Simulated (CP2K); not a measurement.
Crystal: Hg.

```xyz
1
Lattice="3.2739 0.0000 0.0000 -1.0293 3.1079 0.0000 -1.1223 -1.5539 2.6541" Properties=species:S:1:pos:R:3 pbc="T T T"
Hg    1.1223    1.5539    0.0000
```

Base run:

* Program: CP2K 2026.2
* Functional: optB88-vdW
* Potentials or basis: POTENTIAL_UZH Hg GTH-PBE-q12; TZVP-MOLOPT-PBE-GTH basis
* Density cutoff: 9184 eV
* k mesh: 10 × 10 × 10
* Occupations: fermi-dirac, width 0.05 eV
* Spin: no spin polarisation

Its results: band gap on the k mesh none (metal or under the smearing width); pressure 1.7 GPa.

Question: The run is repeated on the same cell with these changes: functional from optB88-vdW to rev-vdW-DF2. What comes out?

Answer: Band gap on the k mesh none (metal or under the smearing width); pressure 0.3 GPa.

Caveats: the potentials were made for another functional, which shifts forces and pressure; the basis of atomic orbitals isn't converged, which shifts pressures, moduli and gaps.
